### Question

A thin film of gallium antimonide is cut so that Sb and Ga planes alternate through its thickness and both of its faces end in Sb. The four lowest planes are held at their positions in the bulk crystal, while the upper five have relaxed. A density-functional calculation picks out the filled electron states in a narrow slice just below the Fermi level, the energy up to which states are filled. The plane share is the fraction of these states found on each plane, and the plane height is measured from the top atom.

Ansatz 0.2.0, plane-wave PAW density-functional theory (PBE, scalar-relativistic, no spin polarisation) for a nine-plane GaSb(100) slab; cutoff 420 eV, 14 × 14 × 1 k mesh, Gaussian smearing 0.05 eV. Plane shares cover the states from 0.25 eV below the Fermi level up to it, each counted as full; heights are measured from the top atom.

```
row  plane share  plane formula  plane height (Å)
  1        0.230             Sb           -12.544
  2        0.096             Ga           -11.014
  3        0.072             Sb            -9.485
  4        0.060             Ga            -7.955
  5        0.056             Sb            -6.360
  6        0.061             Ga            -4.769
  7        0.070             Sb            -3.180
  8        0.109             Ga            -1.578
  9        0.247             Sb             0.000
```

(a) Explain why the plane share runs as it does from row 1 to row 9.

(b) Use the two outermost planes at each face to find how fast the surplus at the surfaces fades inward. Predict the third pair of planes from it and compare with the table.

(c) The states at the top of the valence band of GaSb have mostly Sb character. Does the middle Sb plane show this? And why do the two faces, both of bare Sb, not have equal shares?

### Model answer

**(a) Broken bonds at both faces.** The shares fall from row 1 to row 5 and rise again to row 9. Row 1 is a second surface, not the deep interior, so the table runs from one face through the middle to the other. The two outermost planes together hold 0.477 of the states, where an even spread over nine planes would give them about 0.22. What has to be explained is why this slice of energy favours surfaces.

Inside the crystal each Sb atom is bonded to four Ga atoms. In a bond the orbitals of the two partners combine into a bonding level, which moves down in energy and is filled, and an antibonding level, which moves up and is empty. An Sb atom in an outer plane has lost two of its four partners. The two orbitals left over, called dangling bonds, have lost their Ga partners. They can still mix with each other, but no bond to Ga pulls them down, so at least part of their levels is expected around the top of the filled bonding states.

An electron count shows how full they are. A Ga atom spreads 3 valence electrons over four bonds and an Sb atom spreads 5, so a complete bond receives $3/4+5/4=2$ electrons and is full. A dangling bond on Sb keeps only its own $5/4$. The two on each outer atom therefore hold 2.5 electrons where 4 would fit.

Bands made from these orbitals are thus partly filled, and the Fermi level has to run through them. A narrow slice just below it then catches many surface states. The full bonds inside should add fewer states per plane, provided that the slice lies near the top of their own bands, which is expected here but not computed. The calculation does find the film metallic, but this is no independent test: the cell has an odd number of electrons, and without spin polarisation every level takes two, so some band had to stay partly filled. The count holds for the ideal cut: real GaSb surfaces of this orientation rearrange, and neighbouring Sb atoms pair up, which the small repeating cell used here forbids.

The states also reach some way into the film. At the energy and sideways wavelength of a true surface state, the crystal has no wave that can travel inward. The state can only leak in. Apart from differences between Sb and Ga planes, each further plane receives roughly the same fraction of what the previous one held. That is exponential decay, and two such decays, one from each face, give the table its U shape.

**(b) The rate of fading.** Take the middle plane, with its share of 0.056, as the base level, and add up the surplus over it on matching planes of the two faces. For the outermost and the second pair this gives

$$0.230+0.247-2\times0.056=0.365,$$

$$0.096+0.109-2\times0.056=0.093.$$

The surplus drops to $0.093/0.365\approx0.25$ of its value in one step between planes. If the next step has the same ratio, the third pair should have a surplus of $0.25\times0.093\approx0.023$. The table gives

$$0.072+0.070-2\times0.056=0.030.$$

The third pair played no part in finding the ratio, so this is a modest test of the idea. The prediction is too low by a little over a fifth of that small surplus, or by about 5% of the pair's whole share. About three quarters of the surplus is lost at the first step and about two thirds of the rest at the next, so the surface is felt strongly on two planes and only faintly on the third. Part of the first step may lie in the counting. The nine shares add up to one, so density that spills out of a face is presumably credited to the outermost plane.

The same picture can be written for all planes at once. With $z_b$ and $z_t$ the distances of a plane from the bottom and the top atom, its share is modelled as

$$S=c+a\left(e^{-z_b/L}+e^{-z_t/L}\right),$$

where $L$ is the decay length, $a$ the strength of the surface part and $c$ a constant level. Fitted to all nine rows, this form has a typical miss of 0.006. Without the constant it fails in a telling way: it puts too much on the second planes and too little in the middle, 0.039 instead of 0.056. A single decay cannot be both steep at the surface and flat inside. The printed output after this text compares the two fits row by row.

The flat part is not small: nine planes at the level of the middle one would hold about half of all the states in the slice. Theory offers two sources for it. Some states in the slice may be ordinary valence states that run through the whole film. Others may be surface states whose energy lies close to that of a travelling wave; these decay slowly, and in a film this thin their tails from both faces overlap. The shares alone do not separate the two. Spin-orbit coupling, which is left out here, splits the upper valence states of GaSb by more than the width of the slice, so the size of the flat part could change if it were included. PBE also tends to make band gaps too small, which can let surface states reach further inward.

**(c) The two irregularities.** The middle Sb plane does not stand out. Its share is slightly below those of the Ga planes on either side, and near each face the Ga plane in second place holds more than the Sb plane in third. In these shares, distance from the surface matters more than the element. The dip at the centre is too small to deserve a cause of its own. The shares divide the states among planes and not among atomic orbitals. An Sb orbital is wide enough to reach the neighbouring Ga planes, and what it puts there may be counted as theirs. The shares are therefore no direct measure of Sb character and do not contradict it.

The difference between the faces begins with their geometry. Before relaxation, a quarter turn combined with a reflection in the middle plane would carry the film onto itself, so the faces would have equal shares. Relaxation breaks this balance: the planes are about 1.5 Å apart in the held part and about 1.6 Å apart above it. The top face ends up with 0.017 more than the bottom one.

The size of that difference should not be trusted. The calculation samples the electron waves on a finite mesh, and one typical level of this mesh carries 0.029 of the states in the slice. If a single level that sits mainly on one face slipped across the edge of the slice, the difference between the faces could therefore change by roughly its whole amount. Symmetry explains why the faces may differ, but these numbers do not settle by how much.

### Remarks on the reasoning

A common error is to read the table as a path from bulk to surface and then to wonder why row 1 is so high. The heights prevent this: row 1 lies at the far end of the film and has empty space below it. Any film has two faces, and a property of surfaces must be looked for at both.

A second error is to take the middle plane for bulk GaSb because the shares level off there. A level middle shows only that the steep part of the decay has ended. Nine planes are too few to tell a slow tail from a state that fills the film. For the same reason $c$ and $L$ should not be read as separate material constants, since a larger value of one can be balanced by a smaller value of the other.

A good answer also keeps the observation apart from its explanation. The numbers show that the states gather at the faces and that their surplus over the middle fades within a few planes. That they belong to dangling bonds is inferred from the electron count and from standard bonding theory; the shares do not show which orbitals are involved. The argument carries over to other cut crystals as two questions: does the chosen slice of energy lie within the bands of the orbitals left by the broken bonds, and does the interior have few states of its own there? If both answers are yes, the outer planes should stand out. For a slice at the Fermi level, partly filled dangling bonds settle the first question. A slice deep among the ordinary bonding states should favour the faces much less.

The analysis program printed:

```
fit of plane_share on 9 rows: coefficient of exp(-d_bot/s) + exp(-d_top/s) 0.2271 +/- 0.01, s 2.554; rms 0.016, worst 2 0.0318, leave-one-out rms 0.021
fit of plane_share on 9 rows: constant 0.05741 +/- 0.0028, coefficient of exp(-d_bot/s) + exp(-d_top/s) 0.181 +/- 0.0058, s 1.131; rms 0.00553, worst 9 -0.00861, leave-one-out rms 0.0105
Shares and models:
  row  'depth from nearer face (angstrom)'  'share'  'exponentials only'  'exponentials and floor'
    1                                    0     0.23               0.2288                    0.2384
    2                                 1.53    0.096               0.1278                    0.1042
    3                                3.059    0.072              0.07411                   0.06957
    4                                4.589     0.06              0.04775                    0.0607
    5                                6.184    0.056                0.039                   0.05883
    6                                4.769    0.061              0.04592                   0.06027
    7                                 3.18     0.07               0.0712                   0.06834
    8                                1.578    0.109               0.1255                    0.1023
    9                                    0    0.247               0.2288                    0.2384
Share of the window on the two outermost planes together: 0.477
Mean share of an outermost plane over share of the middle plane: 4.259
Excess over the middle plane in the outermost pair: 0.365
Excess over the middle plane in the second pair: 0.093
Excess over the middle plane in the third pair: 0.03
Excess over the middle plane in the fourth pair: 0.009
Ratio of excess, second pair to outermost pair: 0.2548
Ratio of excess, third pair to second pair: 0.3226
Middle Sb plane less the mean of its two Ga neighbours (share): -0.0045
Top less bottom outermost plane (share): 0.017
Top less bottom second plane (share): 0.013
Share carried by one fourfold level of the mesh: 0.02899
Electrons left for the four dangling bonds (per cell): 5
Holes in the four dangling bonds (per cell): 3
Share of the window farther than 3 angstrom above the top atom: 0.0004338
```
